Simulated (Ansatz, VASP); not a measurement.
## CuO in VASP and in Ansatz

Contents of INCAR:

```
SYSTEM = CuO
PREC = Accurate ; ENCUT = 520
EDIFF = 1E-6 ; ISMEAR = -1
SIGMA = 0.05 ; LREAL = .False.
LASPH = .True. ; NELM = 100
ALGO = Normal ; ISIF = 2
LWAVE = .False. ; LCHARG = .False.
GGA = PE ; NBANDS = 25
```

Contents of KPOINTS:

```
regular mesh
0
Gamma
  10 10 6
  0 0 0
```

POSCAR

```
CuO
1.0
    3.1146264570      0.0000000000      0.0000000000
   -1.5573132285      2.6973456382      0.0000000000
    0.0000000000      0.0000000000      4.3410267600
Cu O
2 2
Direct
    0.0000000000      0.0000000000      0.0000000000
    0.0000000000      0.0000000000      0.5000000000
    0.3333333333      0.6666666667      0.2500000000
    0.6666666667      0.3333333333      0.7500000000
```

File input.yaml:

```yaml
crystal:
  lattice:
    - [3.114626457, 0.0, 0.0]
    - [-1.5573132285, 2.6973456382, 0.0]
    - [0.0, 0.0, 4.34102676]
  atoms:
    - { symbol: Cu, position: [0.0, 0.0, 0.0] }
    - { symbol: Cu, position: [0.0, 0.0, 0.5] }
    - { symbol: O, position: [0.3333333333, 0.6666666667, 0.25] }
    - { symbol: O, position: [0.6666666667, 0.3333333333, 0.75] }
hamiltonian:
  xc: pbe
  pseudopotentials: { kind: paw }
kpoints:
  mp_grid: { grid: [10, 10, 6] }
scf:
  occupations: { method: fermi_dirac, width: 0.05 }
output:
  forces: true
  stress: true
  eigenvalues: true
  write_density: true
  write_potential: true
  elf: true
  volumetric_format: npy
```

Measurements of this composition are mostly on another form, of space group No. 15.

Alike in both runs: task single point; functional PBE; k mesh 10 × 10 × 6; occupations fermi-dirac, width 0.05 eV; no spin polarisation.

|  | VASP | Ansatz |
| --- | --- | --- |
| version | VASP 6.6.1 | Ansatz 0.2.0 |
| potentials or method | VASP PAW PBE potentials, release 64 (Cu, O) | Ansatz PAW |
| plane-wave cutoff (eV) | 520 | 420 |
| valence electrons in the cell | 34 | 50 |

Ansatz gave:

| Quantity | Value |
| --- | --- |
| gap on the k mesh at the Fermi level (eV) | none |
| pressure (GPa) | 20.0 |
| largest component of the traceless stress (GPa) | 36.61 |

What did VASP give for the same quantities?

gap on the k mesh at the Fermi level (eV): none; pressure (GPa): 20.5; largest component of the traceless stress (GPa): 36.87.

A gap of «none» marks a metal or a gap that the smearing closes. The functional is the same, so the differences come from potentials, cutoffs and numerics. The two sets of potentials don't hold the same shells in valence.

Caveats: the run has no spin polarisation, though such a crystal can be magnetic; semilocal functionals often make such compounds metallic where correlation or magnetic order opens a gap, which also shifts bond lengths; so large a pressure means that the cell lies far from this level's equilibrium, or that cutoff or potentials fall short (VASP); the pressure holds a Pulay correction of +0.9 GPa for the finite cutoff (Ansatz).
